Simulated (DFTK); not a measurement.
CdTe:

```xyz
2
Lattice="0.0000 3.2050 3.2050 3.2050 0.0000 3.2050 3.2050 3.2050 0.0000" Properties=species:S:1:pos:R:3 pbc="T T T"
Te    4.8075    4.8075    4.8075
Cd    0.0000    0.0000    0.0000
```

Base run:

- Program: DFTK 0.8.2
- Functional: r2SCAN
- Potentials or basis: SG15 1.2 (PBE)
- Cutoff: 1225 eV
- k mesh: 6 × 6 × 6
- Occupations: fermi-dirac, width 0.05 eV
- Spin: no spin polarisation

Its results: band gap on the k mesh 1.15 eV, direct; pressure 2.7 GPa.

Question: The run is repeated on the same cell with these changes: functional from r2SCAN to PBEsol. What comes out?

Answer: Band gap on the k mesh 0.78 eV, direct; pressure 1.6 GPa.

r2SCAN gives the wider gap, since meta-GGAs in the generalised Kohn-Sham scheme recover part of the derivative discontinuity.

Caveats: the potentials were made for another functional, which shifts forces and pressure; spin-orbit coupling is left out, which moves the levels of the heavy elements.
